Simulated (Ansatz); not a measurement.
Relaxed NaBr (rock salt):

```xyz
4
Lattice="0.0000 6.0360 6.0360 3.0180 3.0180 6.0360 3.0180 3.0180 0.0000" Properties=species:S:1:pos:R:3 pbc="T T T"
Br     0.0000     0.0000     0.0000
Br     3.0180     6.0360     9.0540
Na     3.0180     9.0540     9.0540
Na     3.0180     6.0360     6.0360
```

The atoms are displaced by Q × the pattern below (from a DFPT mode at X = (0.5, 0.5, 0.0), largest move 1; Q in Å), at fixed cell. It is one choice among 2 degenerate patterns. (q is in reciprocal vectors of the primitive cell; the cell shown is doubled to hold the pattern.)

```tsv
atom	x	y	z
Br1	0.000	1.000	0.000
Br2	0.000	-1.000	0.000
Na3	0.000	-0.980	0.000
Na4	0.000	0.980	0.000
```

The numbers are results of PBE (plane waves to 420 eV, PAW, scalar-relativistic; Ansatz, a program for electronic structure), not measurements. k mesh 10×10×10 (Γ-centred), Fermi-Dirac smearing 0.05 eV. NaBr was relaxed with its symmetry unable to fall.

At one point of the scan the forces (eV/Å) are:

```csv
atom,Fx,Fy,Fz
Br1,0.000,-0.169,0.000
Br2,0.000,0.169,0.000
Na3,0.000,0.050,0.000
Na4,0.000,-0.050,0.000
```

### Question
Which point is it?
A. Q = 0.030 Å
B. Q = 0.120 Å
C. Q = 0.180 Å

### Answer
C, Q = 0.180 Å

(A displaced cell: forces are minus the slopes of the energy, force constants its curvatures, and phonons follow from these.)
